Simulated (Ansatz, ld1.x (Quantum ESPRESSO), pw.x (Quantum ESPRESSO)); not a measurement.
## Equation-of-state test of one PAW potential (W)

tungsten (W), PAW, made with ld1.x (Quantum ESPRESSO) 7.5 (PBE, scalar-relativistic). Core [Kr] 4d10 4f14 5s2, reference 5p6 5d4 6s1.75 6p0 (charge +0.25). Waves: 6s (bound): rcut 2.65, rcutus 3.15 bohr; 6s channel at 0.05 Ry: rcut 2.65, rcutus 3.15 bohr; 5p (bound): rcut 1.65, rcutus 2.20 bohr; 6p (bound, empty): rcut 1.65, rcutus 2.20 bohr; 5d (bound): rcut 1.55, rcutus 2.00 bohr; 5d channel at 0.3 Ry: rcut 1.55, rcutus 2.00 bohr. Local part: all-electron potential smoothed inside 2.50 bohr (lloc = -2). Core correction: Bessel-smoothed model core inside 2.00 bohr. Augmentation charge: PSQ, inside the norm-conserving radii.

Crystal test: diamond W in pw.x 7.5, no spin, 8³ k-points, Fermi–Dirac smearing 0.01 Ry, cutoffs 50/400 Ry. The reference is all-electron LAPW (Ansatz 0.2.0) with the same functional, mesh and smearing; V0 and B0 come from Birch–Murnaghan fits to the pressures at five volumes. Errors are pseudo minus all-electron; Δ is the rms difference of the E(V) curves that follow from these fits, minima aligned, over ±6 % about the mean V0. Mesh and smearing are coarse, so the numbers serve the comparison and aren't converged zero-temperature values; the lattice is a test structure that the element need not adopt.

All-electron: a0 = 5.834 Å (V0 = 24.82 Å³/atom), B0 = 119.3 GPa.

Task: How far does the potential miss the all-electron equation of state?

Result: mean pressure error (GPa): +0.37; a0 (Å): 5.840; a0 error (%): +0.11; B0 error (%): -0.8; Δ (meV/atom): 2.0. The largest radius (3.15 bohr) exceeds half the bond length (2.39 bohr), so the spheres overlap, which is one possible source of error among others. Atomic configuration tests: test run stopped at test 3 of 7 (negative rho).

| V (Å³/atom) | P all-electron (GPa) | P pseudo (GPa) |
| --- | --- | --- |
| 23.598 | 6.65 | 7.04 |
| 24.219 | 3.09 | 3.47 |
| 24.840 | -0.08 | 0.30 |
| 25.461 | -2.88 | -2.52 |
| 26.082 | -5.37 | -5.02 |

Task: At the middle volume, how do free energy and pressure move when the wave cutoff is lowered (ecutrho held at 400 Ry)?

Result:

```csv
cutoff (Ry),shift of F (meV/atom),shift of P (GPa)
22,+395.4,-11.61
30,+52.7,+0.32
40,+13.1,-0.53
```

Input at the middle volume:

```
&control
  calculation='scf', prefix='x', pseudo_dir='./', outdir='./tmp', tstress=.true., disk_io='none'
/
&system
  ibrav=0, nat=2, ntyp=1, ecutwfc=50, ecutrho=400, nbnd=21,
  occupations='smearing', smearing='fd', degauss=0.01
/
&electrons
  conv_thr=1e-09, mixing_beta=0.4, electron_maxstep=70
/
ATOMIC_SPECIES
W 1.0 W.UPF
CELL_PARAMETERS angstrom
  0.00000000 2.91776648 2.91776648
  2.91776648 0.00000000 2.91776648
  2.91776648 2.91776648 0.00000000
ATOMIC_POSITIONS crystal
W 0.0000 0.0000 0.0000
W 0.2500 0.2500 0.2500
K_POINTS automatic
8 8 8 0 0 0
```

```bash
pw.x < W.scf.in > W.scf.out
```

Lines of the output:

```
Message from routine setup:
     using ibrav=0 with symmetry is DISCOURAGED, use correct ibrav instead
     lattice parameter (alat)  =       7.7977  a.u.
     unit-cell volume          =     335.2573 (a.u.)^3
     number of electrons       =        24.00
     number of Kohn-Sham states=           21
     kinetic-energy cutoff     =      50.0000  Ry
     charge density cutoff     =     400.0000  Ry
     scf convergence threshold =      1.0E-09
     Exchange-correlation= SLA  PW   PBX  PBC
     number of k points=    29  Fermi-Dirac smearing, width (Ry)=  0.0100
     iteration #  1     ecut=    50.00 Ry     beta= 0.40
     total energy              =   -1440.55674162 Ry
     estimated scf accuracy    <       0.09722863 Ry
     iteration #  2     ecut=    50.00 Ry     beta= 0.40
     total energy              =   -1440.56208207 Ry
     estimated scf accuracy    <       0.02382821 Ry
     iteration #  3     ecut=    50.00 Ry     beta= 0.40
     total energy              =   -1440.56735354 Ry
     estimated scf accuracy    <       0.02487418 Ry
     iteration #  4     ecut=    50.00 Ry     beta= 0.40
     total energy              =   -1440.56704081 Ry
     estimated scf accuracy    <       0.01848827 Ry
     iteration #  5     ecut=    50.00 Ry     beta= 0.40
     total energy              =   -1440.57400627 Ry
     estimated scf accuracy    <       0.00252616 Ry
     iteration #  6     ecut=    50.00 Ry     beta= 0.40
     total energy              =   -1440.57479803 Ry
     estimated scf accuracy    <       0.00096593 Ry
     iteration #  7     ecut=    50.00 Ry     beta= 0.40
     total energy              =   -1440.57496161 Ry
     estimated scf accuracy    <       0.00005550 Ry
     iteration #  8     ecut=    50.00 Ry     beta= 0.40
     total energy              =   -1440.57501219 Ry
     estimated scf accuracy    <       0.00003171 Ry
     iteration #  9     ecut=    50.00 Ry     beta= 0.40
     total energy              =   -1440.57501314 Ry
     estimated scf accuracy    <       0.00000069 Ry
     iteration # 10     ecut=    50.00 Ry     beta= 0.40
     total energy              =   -1440.57501216 Ry
     estimated scf accuracy    <       0.00000195 Ry
     iteration # 11     ecut=    50.00 Ry     beta= 0.40
     total energy              =   -1440.57501344 Ry
     estimated scf accuracy    <       0.00000057 Ry
     iteration # 12     ecut=    50.00 Ry     beta= 0.40
     total energy              =   -1440.57501352 Ry
     estimated scf accuracy    <       0.00000041 Ry
     iteration # 13     ecut=    50.00 Ry     beta= 0.40
     total energy              =   -1440.57501359 Ry
     estimated scf accuracy    <          9.8E-09 Ry
     iteration # 14     ecut=    50.00 Ry     beta= 0.40
     the Fermi energy is    11.3305 ev
!    total energy              =   -1440.57501360 Ry
     estimated scf accuracy    <          5.9E-10 Ry
     smearing contrib. (-TS)   =      -0.01263116 Ry
     The total energy is F=E-TS. E is the sum of the following terms:
     one-electron contribution =     -44.33916991 Ry
     hartree contribution      =      37.57886211 Ry
     xc contribution           =     -32.19997394 Ry
     ewald contribution        =    -140.68370205 Ry
     one-center paw contrib.   =   -1260.91839865 Ry
     convergence has been achieved in  14 iterations
          total   stress  (Ry/bohr**3)                   (kbar)     P=        3.03
     Message from routine punch:
     Nothing written, as per user request (disk_io='none')
```

The run at the middle volume (29 k-points, 14 iterations) took about 48 s on one core of a shared host (Neoverse-V1, 32 threads, 247 GiB, load 25).
